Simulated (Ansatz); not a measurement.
Levels at Γ against strain in Se

```
CELL_PARAMETERS angstrom
4.35517 0.00000 0.00000
-2.17758 3.77169 0.00000
0.00000 0.00000 4.94945
ATOMIC_POSITIONS crystal
Se 0.21700 0.00000 0.16667
Se 0.00000 0.21700 0.83333
Se 0.78300 0.78300 0.50000
```

Atom numbers follow the list: Se1, Se2, Se3.

The cell is COD entry 9008579, as deposited and not checked against the literature; nothing was relaxed.

These are results of Ansatz 0.2.0, DFT, LDA, all-electron LAPW, scalar-relativistic, not measurements.

Numerical set-up: a Γ-centred 8×8×6 k mesh, Fermi–Dirac smearing of 0.03 eV, basis error target 0.5 meV/atom, no spin polarisation.

The strain is applied along the Cartesian axes of the cell as listed (the other components stay zero). Fractional coordinates are held (clamped ions).

The valence-band top of this crystal doesn't lie at Γ but 0.39 eV above the top filled level there.

Only quantities that a quadratic follows smoothly over the whole series are listed; rougher ones are left out.

| εzz | direct gap at Γ (eV) |
| --- | --- |
| -0.0300 | 2.569 |
| -0.0200 | 2.499 |
| 0.0000 | 2.361 |
| 0.0100 | 2.293 |
| 0.0200 | 2.225 |
| 0.0300 | 2.158 |

Fit the series and give the slopes at zero strain.

Least-squares fits y = p0 + p1 x + p2 x² to the rows give direct gap at Γ (eV): p1 = -6.85, p2 = 2.7.

One run, at εzz = -0.0100, is withheld. Predict its row.

The fits give 2.430; the run gave 2.430.
